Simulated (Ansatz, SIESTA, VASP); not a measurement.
Al: 8 runs at one level of theory

The starting cell:

```
CELL_PARAMETERS angstrom
0.00000 2.02481 2.02481
2.02481 0.00000 2.02481
2.02481 2.02481 0.00000
ATOMIC_POSITIONS crystal
Al 0.00000 0.00000 0.00000
```

Alike in all runs: task relaxation of cell and atoms; functional PBE; k mesh 11 × 11 × 11; occupations fermi-dirac, width 0.05 eV; no spin polarisation; no spin-orbit coupling.

```json
{"program and potentials": "Ansatz, all-electron LAPW, scalar-relativistic", "plane-wave cutoff (eV)": "-", "notes": "-", "equilibrium volume (Å³/atom)": "16.51"}
{"program and potentials": "SIESTA, files PseudoDojo sr-pbe-0.4.1-standard, TZDP (energy shift 0.01 Ry)", "plane-wave cutoff (eV)": "-", "notes": "atomic basis", "equilibrium volume (Å³/atom)": "16.47"}
{"program and potentials": "VASP, PBE PAW files Al, release 54, 580 eV", "plane-wave cutoff (eV)": "580", "notes": "-", "equilibrium volume (Å³/atom)": "16.49"}
{"program and potentials": "VASP, PBE PAW files Al_GW, 630 eV", "plane-wave cutoff (eV)": "630", "notes": "-", "equilibrium volume (Å³/atom)": "16.46"}
{"program and potentials": "VASP, PBE PAW files Al, 580 eV", "plane-wave cutoff (eV)": "580", "notes": "-", "equilibrium volume (Å³/atom)": "16.50"}
{"program and potentials": "VASP, PBE PAW files Al, 600 eV", "plane-wave cutoff (eV)": "600", "notes": "-", "equilibrium volume (Å³/atom)": "16.51"}
{"program and potentials": "VASP, PBE PAW files Al_GW, 680 eV", "plane-wave cutoff (eV)": "680", "notes": "-", "equilibrium volume (Å³/atom)": "16.46"}
{"program and potentials": "VASP, PBE PAW files Al, release 54, 600 eV", "plane-wave cutoff (eV)": "600", "notes": "-", "equilibrium volume (Å³/atom)": "16.49"}
```

The equilibrium volume spans 16.46 (VASP, PBE PAW files Al_GW, 630 eV) to 16.51 Å³/atom (Ansatz, all-electron LAPW, scalar-relativistic), with all-electron results at 16.51. Relaxations stop with a little pressure left, so the last digit of a volume isn't settled. Rows in atomic bases carry the error of their basis and grid, which can be large.

Differences between rows come from potentials, basis sets and numerical settings, since the functional is the same but for its coding. Runs on potential files found faulty are left out.

All eight runs put the volume of aluminium between 16.46 and 16.51 Å³/atom, so the choice of program or potential hardly matters for this quantity. That is expected for a nearly-free-electron metal. The 3s and 3p valence electrons are spread smoothly between the ions, while the compact neon-like core lies well below them in energy and takes almost no part in bonding. A frozen core and a smooth potential therefore lose little against the all-electron treatment.

The small differences that remain within the VASP rows follow the potential file more than the cutoff: both Al_GW runs give 16.46 Å³/atom, which suggests that the plane-wave basis is close to converged for the volume. The SIESTA value falls inside the same range, so its atomic basis probably describes the delocalised valence density well, although some cancellation of errors is possible. Because every run shares one k mesh and one smearing width, an error in sampling the Fermi surface would shift all the volumes together and wouldn't show in their spread.
